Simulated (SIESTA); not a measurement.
The system is FeO (Wuestite).

```xyz
2
Lattice="3.0482 0.0000 0.0000 1.5241 2.6398 0.0000 1.5241 0.8799 2.4888" Properties=species:S:1:pos:R:3 pbc="T T T"
Fe    0.0000    0.0000    0.0000
O     3.0482    1.7599    1.2444
```

Base run:

* Program: SIESTA 5.4.2
* Functional: PBE
* Potentials or basis: PseudoDojo 0.4 standard (PBE files)
* Basis: DZP (energy shift 0.003 Ry; two zetas on semicore shells)
* Grid cutoff: 800 Ry
* Energy shift: 0.003 Ry
* k mesh: 8 × 8 × 8
* Occupations: fermi-dirac, width 0.05 eV
* Spin: collinear spin, ferromagnetic start
* Starting moments: [3.0, 0.0] μB
* Fixed moment: 1 μB

Its results: pressure -21.6 GPa; site moments Fe +1.01; O -0.01 μB.

Q: The run is repeated on the same cell with these changes: fixed moment from 1 μB to 3 μB. What comes out?

A: Pressure -10.8 GPa; site moments Fe +2.95; O +0.05 μB.

Caveats: short orbitals over semicore shells can move pressures by several GPa; the basis of atomic orbitals isn't converged, which shifts pressures, moduli and gaps; the total moment is fixed, so each spin has its own Fermi level; a cell with one magnetic atom can't hold antiferromagnetic order, which such compounds often take; the moment is held away from its start (some runs).
